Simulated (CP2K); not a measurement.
Runs of CP2K 2026.2 on KCl (Sylvite). The structure is cubic, space group Fm-3m (No. 225). Conventional cell: a = 6.293 Å, b = 6.293 Å, c = 6.293 Å, α = 90.00°, β = 90.00°, γ = 90.00°. K (site symmetry m-3m) is surrounded by 6 Cl at 3.15 Å. Cl (site symmetry m-3m) has 6 K at 3.15 Å as nearest neighbours. 

| potentials or basis | quickstep method | MIXING ALPHA | ADDED_MOS | gap on the mesh (eV) | pressure (GPa) |
| --- | --- | --- | --- | --- | --- |
| all electrons (GAPW); pob-TZVP-rev2 basis | GAPW | 0.2 | [10] | 5.95 | 0.7 |
| GTH_POTENTIALS K GTH-PBE-q9, Cl GTH-PBE-q7; DZVP-MOLOPT-SR-GTH basis | GPW | 0.4 | [10] | 5.18 | 0.9 |
| GTH_POTENTIALS K GTH-PBE-q9, Cl GTH-PBE-q7; TZVP-MOLOPT-SR-GTH, TZVP-MOLOPT-GTH basis | GPW | 0.4 | [10] | 5.17 | 0.8 |
| POTENTIAL_UZH K GTH-PBE-q9, Cl GTH-PBE-q7; TZVP-MOLOPT-PBE-GTH basis | GPW | 0.4 | [10] | 5.16 | 0.8 |
| all electrons (GAPW); pob-DZVP-rev2 basis | GAPW | 0.2 | [10] | 6.02 | -2.2 |
| GTH_POTENTIALS K GTH-PBE-q9, Cl GTH-PBE-q7; SZV-MOLOPT-SR-GTH basis | GPW | 0.4 | [1] | 3.99 | (b) |
| POTENTIAL_UZH K GTH-PBE-q9, Cl GTH-PBE-q7; DZVP-MOLOPT-PBE-GTH basis | GPW | 0.4 | [10] | (c) | 0.9 |
| POTENTIAL_UZH K GTH-PBE-q9, Cl GTH-PBE-q7; ccGRB-D basis | GPW | 0.4 | [10] | (a) | 1.8 |
| POTENTIAL_UZH K GTH-PBE-q9, Cl GTH-PBE-q7; TZV2P-MOLOPT-PBE-GTH basis | GPW | 0.4 | [10] | 5.16 | 0.7 |

Alike in all rows: task band structure; level PBE; no spin polarisation; cell as given; k mesh 7 × 7 × 7; smearing fermi-dirac 0.05 eV.

Estimate the missing entries.

(a) 5.34; (b) 1.4; (c) 5.15.

Caveats: the basis of atomic orbitals isn't converged, which shifts pressures, moduli and gaps; a minimal basis gives rough bond lengths, pressures and levels (some runs).

The runs don't all hold the same shells in valence.
